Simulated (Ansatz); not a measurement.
# Ta3N: from a trial structure to a relaxed crystal

Level of theory: DFT r2SCAN, scalar-relativistic, plane waves, PAW in Ansatz. Cutoff 500 eV, Γ-centred k mesh, Gaussian smearing, no spin polarisation in the final step.

Ta3N was placed on the Li3N structure type (P6/mmm, No. 191), with Ta in place of Li, at a guessed volume.

```xyz
4
Lattice="4.0641 0.0000 0.0000 -2.0321 3.5196 0.0000 0.0000 0.0000 4.2893" Properties=species:S:1:pos:R:3 pbc="T T T"
Ta    0.0000    0.0000    2.1446
Ta    0.0000    2.3464    0.0000
Ta    2.0321    1.1732    0.0000
N     0.0000    0.0000    0.0000
```

Steps on the 6×6×4 mesh (4 atoms). 6 of 7 steps are shown, and the free energy counts from the last. Trial steps that were taken back and renewals of the plane-wave basis can be among the rows.

```csv
step,ΔF (meV/atom),V (Å³/atom),P (GPa)
1,359.7,15.34,18.12
2,166.5,16.61,2.01
3,34.9,16.58,3.10
4,10.9,16.78,4.95
5,1.8,17.06,0.47
7,0.0,17.12,0.09
```

A final relaxation ran on a 12×12×12 mesh. The relaxed crystal, P6/mmm (No. 191):

```
Ta N
1.0
     4.49495    0.00000    0.00000
    -2.24748    3.89274    0.00000
     0.00000    0.00000    3.91376
Ta N
3 1
Cartesian
  0.0000 0.0000 1.9569
  0.0000 2.5952 0.0000
  2.2475 1.2976 0.0000
  0.0000 0.0000 0.0000
```

```yaml
Volume_per_atom: 17.12 Å³
Density: 13.50 g/cm³
Energy_over_the_elements: 0.79 eV/atom
Gap_on_the_12×12×12_mesh: 0 eV (a metal)
```

The zero of energy is the elements' standard structures at the same level (N₂ as a molecule); no fitted shifts are applied.

The final run used a 12×12×12 mesh on its 4-atom cell and 0.10 eV smearing. For metals, differences of a few meV/atom aren't resolved. Spin–orbit coupling is left out.

Symmetry constrained the relaxation, so the result can be a saddle point.

Cost: 3 runs of about 2.6 core-minutes in all, on Intel Xeon Platinum 8488C (Sapphire Rapids) (shared hosts).